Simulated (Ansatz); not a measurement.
# HfN: band structure with PBEsol+U

The system is HfN.

```xyz
2
Lattice="0.0000 2.4548 2.4548 2.4548 0.0000 2.4548 2.4548 2.4548 0.0000" Properties=species:S:1:pos:R:3 pbc="T T T"
Hf    0.0000    0.0000    0.0000
N     1.2274    1.2274    1.2274
```

The cell comes from a database or a generator and needn't be the stable form of this composition.

```json
{"Program": "Ansatz 0.2.0", "Task": "band structure", "Functional": "PBEsol", "Potentials or basis": "Ansatz PAW", "Cutoff": "420 eV (not typed: the program's choice for these potentials)", "k mesh": "9 × 9 × 9", "Occupations": "fermi-dirac, width 0.05 eV", "Spin": "no spin polarisation", "Hubbard terms": "Hf d U = 5 eV", "Path": "[[\"G\", \"X\", \"W\", \"K\", \"G\", \"L\", \"U\", \"W\", \"L\", \"K\"], [\"U\", \"X\"]]", "Points for each segment of the path": "14", "Hubbard projectors": "ortho-atomic (the default)", "Double counting": "fll (the default)"}
```

The pressure is 2.1 GPa and the band gap on the k mesh is none (metal or under the smearing width).

Levels at the corners of the path, in eV from the Fermi level:
| point | band 14 | band 15 | band 16 | band 17 | band 18 | band 19 |
| --- | --- | --- | --- | --- | --- | --- |
| Γ | -5.61 | -5.61 | -1.31 | 3.15 | 3.15 | 6.38 |
| X | -3.91 | -3.91 | -1.38 | 2.61 | 4.47 | 4.47 |
| W | -5.38 | -3.91 | -1.36 | 1.80 | 4.39 | 4.64 |
| K | -4.59 | -4.18 | -1.19 | 2.51 | 3.17 | 5.62 |
| Γ | -5.61 | -5.61 | -1.31 | 3.15 | 3.15 | 6.38 |
| L | -4.95 | -4.95 | 1.34 | 3.49 | 3.49 | 3.52 |
| U | -4.59 | -4.18 | -1.19 | 2.51 | 3.17 | 5.62 |
| W | -5.38 | -3.91 | -1.36 | 1.80 | 4.39 | 4.64 |
| L | -4.95 | -4.95 | 1.34 | 3.49 | 3.49 | 3.52 |
| K | -4.59 | -4.18 | -1.19 | 2.51 | 3.17 | 5.62 |
| U | -4.59 | -4.18 | -1.19 | 2.51 | 3.17 | 5.62 |
| X | -3.91 | -3.91 | -1.38 | 2.61 | 4.47 | 4.47 |

Eigenvalues of the final occupation matrices:
```csv
site,spin,trace,eigenvalues
site 1,1,1.29,0.14 0.14 0.34 0.34 0.34
```

It took 4.1 s on 2 threads of Arm Neoverse V2 (shared host), peak memory 0.33 GiB.

Caveat: the pressure holds a Pulay correction of +0.4 GPa for the finite cutoff; spin-orbit coupling is left out, which moves the levels of the heavy elements; U without spin polarisation on a metal has little footing; the PAW data sets come from PBE, with cores solved anew for the run's functional, which leaves a small shift of forces and pressure.
